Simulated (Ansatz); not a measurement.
# Au: properties at the relaxed cell

One table from this session's results is given with a row withheld; the runs are named, their logs left out.

This is Au in the hcp structure; at room conditions it is fcc.

Computed with Ansatz 0.2.0 (DFT r2SCAN, scalar-relativistic, plane waves, PAW, unless a step's input says otherwise).

1 further run of the same task is left out (set aside as unsound or not needed).

### The structure to begin with

The structure is hexagonal, space group P6_3/mmc (No. 194). Conventional cell: a = 2.890 Å, b = 2.890 Å, c = 4.865 Å, α = 90.00°, β = 90.00°, γ = 120.00°. Au (site symmetry -6m2) has 12 Au at 2.89 to 2.95 Å as nearest neighbours.

As a file:

```
Au
1.0
     2.89029    0.00000    0.00000
    -1.44515    2.50307    0.00000
     0.00000    0.00000    4.86471
Au
2
Direct
  0.33333 0.66667 0.75000
  0.66667 0.33333 0.25000
```

This cell was relaxed beforehand with the same method: volume 17.60 Å³/atom, gap on the mesh none (metal).

Set-up of the first run:

input.yaml

```yaml
crystal:
  lattice:
    - [2.890292873, 0.0, 0.0]
    - [-1.4451464365, 2.5030670524, 0.0]
    - [0.0, 0.0, 4.8647145825]
  atoms:
    - { symbol: Au, position: [0.3333333333, 0.6666666667, 0.75] }
    - { symbol: Au, position: [0.6666666667, 0.3333333333, 0.25] }
basis:
  ecutwfc: 500
kpoints:
  mp_grid: { grid: [18, 18, 10] }
  band_path:
    path:
      - [[0.0, 0.0, 0.0], [0.5, 0.0, 0.0], [0.33333333, 0.33333333, 0.0], [0.0, 0.0, 0.0], [0.0, 0.0, 0.5], [0.5, 0.0, 0.5], [0.33333333, 0.33333333, 0.5], [0.0, 0.0, 0.5]]
      - [[0.5, 0.0, 0.5], [0.5, 0.0, 0.0]]
      - [[0.33333333, 0.33333333, 0.5], [0.33333333, 0.33333333, 0.0]]
    npoints: 14
hamiltonian:
  xc: r2scan
scf:
  occupations: { method: gaussian, width: 0.1 }
  n_extra_bands: 6
output:
  forces: true
  stress: true
  eigenvalues: true
  populations: true
  dos: { projected: true, de: 0.02, nscf_kmesh: { grid: [27, 27, 15] } }
  bader: true
```

Launch:

```sh
$ ansatz run input.yaml --threads 1 --pin off --max-ram 2560MiB --backend cpu --events-out ev --progress --plain --runs-dir out
```

Steps of the session up to this table: Static run: bands, density of states and charges; The cell as listed, for comparison; Point at V/V0 = 0.97; Volume × 1.03; Volume × 0.94; Volume × 1.06; Volume × 0.91; The cell scaled to 1.10 of its volume; Point at V/V0 = 0.88.

One of the session's tables, all rows but one given; the rest of the session is left out.

It belongs to the step «Energy against volume». 

```
volume (Å³/atom)  energy above the lowest point (meV/atom)  pressure (GPa)
          15.485                                     157.3           27.63
          16.013                                      81.9           18.45
          16.541                                      33.9           10.99
          17.069                                       8.0            4.93
          17.597                                       0.0            0.00
          18.125                                         ?               ?
          18.653                                      25.6           -7.32
          19.357                                      65.5          -10.70
```

Estimate the missing values for volume (Å³/atom) = 18.125.

Worked estimate for «energy above the lowest point (meV/atom)». A straight line through the neighbours (17.597, 0.0) and (18.653, 25.6) gives 0.0 + (25.6 − 0.0) × (18.125 − 17.597) / (18.653 − 17.597) = 12.8; a parabola fitted to 4 rows on both sides gives 7.1.

**Answer.** energy above the lowest point (meV/atom): 6.7; pressure (GPa): -4.04. In «energy above the lowest point (meV/atom)» the line misses by +6.1 and the parabola by +0.4.

Caveats from the session: The projections leave out shells that the potentials don't hold, such as empty d states.
